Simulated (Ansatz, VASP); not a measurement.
Ca2Se in VASP and in Ansatz

INCAR

```
SYSTEM = Ca2Se
PREC = Accurate
ENCUT = 600
EDIFF = 1E-6
ISMEAR = 0
SIGMA = 0.1
LREAL = .FALSE.
LASPH = .TRUE.
NELM = 100
ALGO = Normal
ISIF = 3
LWAVE = .FALSE.
LCHARG = .FALSE.
GGA = PE
IBRION = 2
NSW = 90
EDIFFG = -0.04
```

File KPOINTS:

```
regular mesh
0
G
  6 6 4
  0 0 0
```

Contents of POSCAR:

```
Ca2Se
1.0
    4.0000710811      0.0000000000      0.0000000000
   -2.0000355406      3.4641631732      0.0000000000
    0.0000000000      0.0000000000      7.2515747033
Ca Se
2 1
Direct
    0.3333333333      0.6666666667      0.7453062193
    0.3333333333      0.6666666667      0.2546937807
    0.0000000000      0.0000000000      0.0000000000
```

Input for Ansatz:

```yaml
crystal:
  lattice:
    - [4.0000710811, 0.0, 0.0]
    - [-2.0000355406, 3.4641631732, 0.0]
    - [0.0, 0.0, 7.2515747033]
  atoms:
    - { symbol: Ca, position: [0.3333333333, 0.6666666667, 0.7453062193] }
    - { symbol: Ca, position: [0.3333333333, 0.6666666667, 0.2546937807] }
    - { symbol: Se, position: [0.0, 0.0, 0.0] }
basis:
  ecutwfc: 420
kpoints:
  mp_grid: { grid: [6, 6, 4] }
hamiltonian:
  xc: pbe
scf:
  occupations: { method: gaussian, width: 0.1 }
  lower_state_search: "off"
output:
  forces: true
  stress: true
  eigenvalues: true
relax:
  adjacent_minimum: "off"
  f_tol: 0.04
  max_steps: 70
  cell: { stress_tol: 0.4 }
```

Change from the starting cell: species swapped into the Te2Mo type (P-6m2, No. 187).

Alike in both runs: task relaxation of cell and atoms; functional PBE; k mesh 6 × 6 × 4; occupations gaussian, width 0.1 eV; no spin polarisation.

|  | VASP | Ansatz |
| --- | --- | --- |
| version | VASP 6.6.1 | Ansatz 0.2.0 |
| potentials or method | VASP PAW PBE potentials, release 64 (Ca_sv, Se) | scalar-relativistic, plane waves, PAW |
| plane-wave cutoff (eV) | 600 | 420 |
| valence electrons in the cell | 26 | 36 |

|  | VASP | Ansatz | Ansatz less VASP |
| --- | --- | --- | --- |
| gap on the k mesh at the Fermi level, each at its own relaxed structure (eV) | none | none | - |
| relaxed volume (Å³/atom) | 33.77 | 33.64 | -0.138 |
| relaxed cell length with the largest relative difference (Å) | 7.255 | 7.223 | -0.0328 |

A gap of «none» marks a metal or a gap that the smearing closes. The two sets of potentials don't hold the same shells in valence.
